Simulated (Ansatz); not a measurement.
**In: from a first guess to the relaxed sc type**

First guess:

```xyz
1
Lattice="3.0256 0.0000 0.0000 0.0000 3.0256 0.0000 0.0000 0.0000 3.0256" Properties=species:S:1:pos:R:3 pbc="T T T"
In    0.0000    0.0000    0.0000
```

Level of theory: DFT, PBE, PAW with Ansatz's default frozen-core files, scalar-relativistic in Ansatz 0.2.0.

Cell and atoms relax within the symmetry of the start on a 12×12×12 k mesh with 0.03 eV Fermi–Dirac smearing.

The start is built from a prototype, known or not as a phase of this compound; the cutoff is 420 eV.

Spin–orbit coupling is left out, though it moves levels of the heavy atoms by tenths of an eV or more.

Q: What is the pressure of the first guess?

A: 2.25 GPa.

Q: What does it relax to?

A: a = 3.087 Å, b = 3.087 Å, c = 3.087 Å, α = 90.00°, β = 90.00°, γ = 90.00° (conventional cell), 29.41 Å³ per atom:
Space group Pm-3m (No. 221). a = 3.087 Å, b = 3.087 Å, c = 3.087 Å, α = 90.00°, β = 90.00°, γ = 90.00°
```csv
atom,site,symmetry,x,y,z
In,1a,m-3m,0.0000,0.0000,0.0000
```

Q: How much energy does the relaxation release?

A: 11 meV/atom.
